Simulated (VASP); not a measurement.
Write the native input for VASP 6.6.1 that does the following.

```
Task                   : single point
Functional             : RPBE
Dispersion             : D3(BJ)
Potentials or basis    : VASP PAW PBE potentials, release 54 (Li)
Cutoff                 : 500 eV
k mesh                 : 10 × 10 × 4
Occupations            : fermi-dirac, width 0.1 eV
Spin                   : collinear spin, antiferromagnetic start
Starting moments       : [0.5, -0.5, 0.5] μB
Further INCAR settings : ALGO = Fast; EDIFF = 1e-06
```

The structure of Li lies in POSCAR:

```
Li
1.0
    3.0055800000      0.0000000000      0.0000000000
   -1.5027900000      2.6029100000      0.0000000000
    0.0000000000      0.0000000000      7.7929800000
Li
3
Direct
    0.6666700000      0.3333300000      0.6769800000
    0.6666700000      0.3333300000      0.3230200000
    0.0000000000      0.0000000000      0.0000000000
```

The cell was built by a generator and needn't be a form met in nature.

These files were run (other wordings do the same):

INCAR

```
PREC = Accurate ; ENCUT = 500
EDIFF = 1E-6 ; ISMEAR = -1
SIGMA = 0.1 ; LREAL = False
LASPH = True ; NELM = 80
ALGO = Fast ; ISIF = 2
LWAVE = False ; LCHARG = False
ISPIN = 2 ; MAGMOM = 0.5 -0.5 0.5
LORBIT = 11 ; GGA = RP
IVDW = 12
```

KPOINTS

```
regular mesh
0
Gamma
  10 10 4
```

Potentials or basis: VASP PAW PBE potentials, release 54 (Li).

Launch:

```console
$ cat potpaw_PBE.54/Li/POTCAR > POTCAR
$ mpirun -np 1 vasp_std > vasp.out
```

Results of the run:

```
Pressure                                              : -7.6 GPa
Largest force                                         : 0.104 eV/Å
Band gap on the k mesh                                : none (metal or under the smearing width)
Net moment                                            : 0.00 μB per cell
Valence electrons inside the program's atomic spheres : Li 0.21, 0.22
Dispersion energy per atom                            : -0.717 eV
```

Caveat: the PAW data sets were made with another functional, which shifts forces and pressure a little; pairwise dispersion overbinds metals, which lowers pressure and volume.

Run time: 35 s on 1 thread of AMD EPYC 9R45 96-Core Processor (Zen 5) (shared host), peak memory 0.2 GiB.
